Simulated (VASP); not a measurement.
**CdSe (strained zincblende): one PBE single-point calculation in two programs**

```
Cd Se
1.0
     0.15501    3.10008    3.10008
     3.10008    0.15501    3.10008
     3.10008    3.10008    0.15501
Cd Se
1 1
Direct
  0.00548 0.00548 0.00548
  0.24452 0.24452 0.24452
```

The two codes use different PAW datasets and cutoffs. VASP's cell holds 18 valence electrons and Ansatz's 36. Ansatz's stress includes a Pulay correction; VASP's doesn't.

Cutoffs: 520 eV in VASP, 420 eV in Ansatz. k meshes: 8×8×8 and 8×8×8.

```tsv
	VASP	Ansatz
gap between bands v and c	0.45 eV	0.45 eV
least direct gap	0.45 eV	0.45 eV
pressure	4.2 GPa	3.8 GPa
```

Band v is the last that the valence electrons fill when counted band by band, and c is the next. Levels in eV from the top of v, Ansatz:

| point | v−1 | v | c | c+1 |
| --- | --- | --- | --- | --- |
| Γ | 0.00 | 0.00 | 0.45 | 5.39 |
| X | -2.23 | -1.80 | 2.77 | 3.84 |
| K | -2.62 | -1.86 | 3.22 | 5.39 |
| L | -1.15 | -0.76 | 2.11 | 6.19 |
| W | -2.52 | -2.29 | 4.67 | 5.22 |

VASP:

```
point    v−1      v     c   c+1
    Γ   0.00   0.00  0.45  5.38
    X  -2.24  -1.81  2.76  3.83
    K  -2.63  -1.87  3.21  5.40
    L  -1.16  -0.77  2.10  6.18
    W  -2.53  -2.30  4.67  5.22
```
